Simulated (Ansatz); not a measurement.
A run of Ansatz 0.2.0:

input.yaml

```yaml
crystal:
  lattice:
    - [3.4863778627, 0.0, 0.0]
    - [-1.7431889314, 3.0192917963, 0.0]
    - [0.0, 0.0, 4.17804122]
  atoms:
    - { symbol: Mg, position: [0.318991, 0.663654, 0.26814] }
    - { symbol: Mg, position: [0.672593, 0.326119, 0.738276] }
    - { symbol: O, position: [0.340309, 0.67126, 0.740608] }
    - { symbol: O, position: [0.672567, 0.327332, 0.253589] }
hamiltonian:
  xc: pbe
  pseudopotentials: { kind: paw }
kpoints:
  mp_grid: { grid: [9, 9, 7] }
scf:
  occupations: { method: fermi_dirac, width: 0.05 }
output:
  forces: true
  stress: true
  eigenvalues: true
```

Potentials or basis: Ansatz PAW.

Command:

```bash
$ ansatz run input.yaml --threads 2 --pin off --max-ram 5120MiB --backend cpu --events-out ev --progress --plain --runs-dir out
```

Hardware: 2 threads of Intel(R) Xeon(R) Processor @ 2.70GHz, with other jobs on the host.

Task: Estimate the wall time of this run.

Result: Wall time 12 s on 2 threads of Intel(R) Xeon(R) Processor @ 2.70GHz, with other jobs on the host, peak memory 0.52 GiB. Counts: scf iterations 6, plane waves 823, k points 284, bands 20.
